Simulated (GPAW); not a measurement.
A calculation with GPAW 26.7.0 of BAs (ASE script, structure typed inline):

Contents of run.py:

```python
from ase import Atoms
from ase.dft.bandgap import bandgap
from ase.io import write
from ase.units import Bohr, GPa
from gpaw import GPAW, PW
from gpaw.elf import elf_from_dft_calculation

atoms = Atoms(['B', 'As'],
              cell=[[2.93437, 0.0, 0.0],
                    [0.0, 2.93437, 0.0],
                    [0.0, 0.0, 2.93437]],
              scaled_positions=[[0.5, 0.5, 0.5],
                                [0.0, 0.0, 0.0]],
              pbc=True)

calc = GPAW(mode=PW(800),
            xc='PBE',
            kpts={'size': (9, 9, 9), 'gamma': True},
            occupations={'name': 'fermi-dirac', 'width': 0.05},
            nbands=11,
            convergence={'density': 1e-05, 'energy': 1e-05},
            maxiter=150,
            txt='gpaw.txt')
atoms.calc = calc
energy = atoms.get_potential_energy()
forces = atoms.get_forces()
stress = atoms.get_stress()
calc.write('gs.gpw')
write('result.traj', atoms)
print(f'Energy: {energy:.6f} eV')
print('Forces (eV/A):')
print(forces.round(4))
print('Stress (GPa):', (stress / GPa).round(3))
print('Fermi level:', round(calc.get_fermi_level(), 4), 'eV')
print(f'Gap: {bandgap(calc)[0]:.4f} eV, direct: {bandgap(calc, direct=True)[0]:.4f} eV')

# fields on the real-space grid
write('density.cube', atoms, data=calc.get_pseudo_density() * Bohr**3)
write('potential.cube', atoms, data=calc.get_electrostatic_potential())
write('elf.cube', atoms, data=elf_from_dft_calculation(calc).data)
```

Potentials or basis: GPAW PAW data sets (gpaw-data 1.2.1), pw.

Launch:

```sh
$ OMP_NUM_THREADS=1 python run.py
```

The cell was built by a generator and needn't be a form met in nature.

Question: Write the same calculation in another form: native input, Cartesian positions.

Answer: As run:

File run.py:

```python
from ase.io import read
from gpaw import PW
from gpaw.dft import DFT

atoms = read('BAs.xyz')

dft = DFT(atoms,
          mode=PW(800),
          xc='PBE',
          kpts={'size': (9, 9, 9), 'gamma': True},
          occupations={'name': 'fermi-dirac', 'width': 0.05},
          nbands=11,
          convergence={'density': 1e-05, 'energy': 1e-05},
          maxiter=150,
          txt='gpaw.txt')
print(f'Energy: {dft.calculate_energy():.6f} eV')
print('Forces (eV/A):')
print(dft.calculate_forces().round(4))
print('Stress (eV/A^3):', dft.calculate_stress().round(6))
dft.write_gpw_file('gs.gpw')
```

Contents of BAs.xyz:

```xyz
2
Lattice="2.9343700000 0.0000000000 0.0000000000 0.0000000000 2.9343700000 0.0000000000 0.0000000000 0.0000000000 2.9343700000" Properties=species:S:1:pos:R:3 pbc="T T T"
B      1.4671850000      1.4671850000      1.4671850000
As     0.0000000000      0.0000000000      0.0000000000
```

Potentials or basis: GPAW PAW data sets (gpaw-data 1.2.1), pw.

Launch:

```sh
$ OMP_NUM_THREADS=1 python run.py
```

Both were run:

|  | ASE script, structure typed inline | native input, Cartesian positions |
| --- | --- | --- |
| Pressure | 0.3 GPa | 0.3 GPa |
| Band gap on the k mesh | none (metal or under the smearing width) | none (metal or under the smearing width) |

Keys that steer only the numerical path or the files written may differ.
